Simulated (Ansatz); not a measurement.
Equilibrium properties in the diamond structure, computed with PBE in Ansatz (plane waves, PAW datasets (generated soft set 1); cutoff 420 eV), no spin polarisation, no spin–orbit coupling, Fermi–Dirac smearing of 0.061 eV, k-spacing 0.06 Å⁻¹:

| crystal | a₀ (Å) | V₀ (Å³/atom) | B₀ (GPa) |
| --- | --- | --- | --- |
| Cu | 5.351 | 19.15 | 55 |
| Ga | 5.880 | 25.41 | 36 |
| As | 6.111 | 28.52 | 46 |
| Se | 6.333 | 31.74 | 39 |
| Br | 7.010 | 43.06 | 15.0 |
| Rb | 10.418 | 141.35 | 1.0 |

Task: Give the same for Fe, Co, Ge.

Result: 
| crystal | a₀ (Å) | V₀ (Å³/atom) | B₀ (GPa) |
| --- | --- | --- | --- |
| Fe | 4.874 | 14.47 | 156 |
| Co | 4.920 | 14.89 | 132 |
| Ge | 5.762 | 23.91 | 59 |

Model structures, not the usual forms at ambient conditions (metastable or hypothetical): Fe, Co, Cu, Ga, As, Se, Br, Rb. Spin polarisation is left out, and a magnetic state may lie lower for Fe, Co, Br.
